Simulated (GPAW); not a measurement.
The system is ZrO2.

```
Zr O
1.0
     3.59610    0.00000    0.00000
     0.00000    3.59610    0.00000
     0.00000    0.00000    5.17700
Zr O
2 4
Direct
  0.50000 0.50000 0.50000
  0.00000 0.00000 0.00000
  0.50000 0.00000 0.79700
  0.50000 0.00000 0.29700
  0.00000 0.50000 0.70300
  0.00000 0.50000 0.20300
```

Base run:

```yaml
Program: GPAW 26.7.0
Functional: PBE
Potentials_or_basis: GPAW PAW data sets (gpaw-data 1.2.1)
Cutoff: 800 eV
Basis: pw
k_mesh: 7 × 7 × 5
Occupations: fermi-dirac, width 0.05 eV
Spin: no spin polarisation
Hubbard_terms: Zr d U = 6 eV
```

Its results: band gap on the k mesh 5.56 eV, indirect (least direct gap 5.66 eV); pressure 17.1 GPa; largest force 0.717 eV/Å.

**Question.** The run is repeated on the same cell with these changes: hubbard terms from Zr d U = 6 eV to Zr d U = 5 eV. What comes out?

**Answer.** Band gap on the k mesh 5.40 eV, indirect (least direct gap 5.50 eV); pressure 14.6 GPa; largest force 0.587 eV/Å.

Caveats: an odd mesh through Γ misses points on the zone boundary, where band edges often lie.
